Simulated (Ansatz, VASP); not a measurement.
## SiSe: VASP beside Ansatz

```
Si Se
1.0
     0.00000    3.06182    3.06182
     3.06182    0.00000    3.06182
     3.06182    3.06182    0.00000
Si Se
1 1
Direct
  0.00000 0.00000 0.00000
  0.75000 0.75000 0.75000
```

Alike in both runs: functional r2SCAN; k mesh 6 × 6 × 6; occupations gaussian, width 0.1 eV; no spin polarisation.

Ansatz relaxed the structure, and its values are those at the end. VASP's run is a single point on that final structure, the one shown.

|  | VASP | Ansatz |
| --- | --- | --- |
| version | VASP 6.6.1 | Ansatz 0.2.0 |
| potentials or method | VASP PAW PBE potentials, release 64 (Si, Se) | scalar-relativistic, plane waves, PAW |
| plane-wave cutoff (eV) | 520 | 500 |
| valence electrons in the cell | 10 | 20 |

```tsv
	VASP	Ansatz	Ansatz less VASP
gap on the k mesh at the Fermi level (eV)	none	none	-
pressure (GPa)	0.0	0.0	+0.02
```

A gap of «none» marks a metal or a gap that the smearing closes. The two sets of potentials don't hold the same shells in valence.

Caveats: the PAW data sets were made with another functional, which shifts forces and pressure a little (VASP).
